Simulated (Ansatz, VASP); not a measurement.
Two plane-wave programs on TaN

File INCAR:

```
PREC = Accurate ; ENCUT = 520
EDIFF = 1E-6 ; ISMEAR = 0
SIGMA = 0.15 ; LREAL = False
LASPH = True ; NELM = 100
ALGO = Normal ; ISIF = 2
LWAVE = False ; LCHARG = False
NBANDS = 15
```

KPOINTS

```
Automatic mesh
0
Gamma
  18 18 16
```

The input POSCAR:

```
TaN
1.0
    2.9379988584      0.0000000000      0.0000000000
   -1.4689994292      2.5443816477      0.0000000000
    0.0000000000      0.0000000000      2.8830000000
Ta N
1 1
Direct
    0.3333333333      0.6666666667      0.5000000000
    0.0000000000      0.0000000000      0.0000000000
```

Input for Ansatz:

```yaml
crystal:
  lattice:
    - [2.9379988584, 0.0, 0.0]
    - [-1.4689994292, 2.5443816477, 0.0]
    - [0.0, 0.0, 2.883]
  atoms:
    - { symbol: Ta, position: [0.3333333333, 0.6666666667, 0.5] }
    - { symbol: "N", position: [0.0, 0.0, 0.0] }
basis:
  ecutwfc: 420
kpoints:
  mp_grid: { grid: [18, 18, 16] }
hamiltonian:
  xc: lda
scf:
  occupations: { method: gaussian, width: 0.15 }
output:
  forces: true
  stress: true
  eigenvalues: true
```

Alike in both runs: task single point; functional LDA; k mesh 18 × 18 × 16; occupations gaussian, width 0.15 eV; no spin polarisation.

|  | VASP | Ansatz |
| --- | --- | --- |
| version | VASP 6.6.1 | Ansatz 0.2.0 |
| potentials or method | VASP PAW LDA potentials, release 64 (Ta_pv, N) | scalar-relativistic, plane waves, PAW |
| plane-wave cutoff (eV) | 520 | 420 |
| valence electrons in the cell | 16 | 18 |

|  | VASP | Ansatz | Ansatz less VASP |
| --- | --- | --- | --- |
| gap on the k mesh at the Fermi level (eV) | none | none | - |
| pressure (GPa) | -9.8 | -11.6 | -1.77 |
| largest component of the traceless stress (GPa) | 0.87 | 1.00 | +0.128 |

A gap of «none» marks a metal or a gap that the smearing closes. The two sets of potentials don't hold the same shells in valence.

The runs have no spin-orbit coupling, so splittings on Ta are missing.
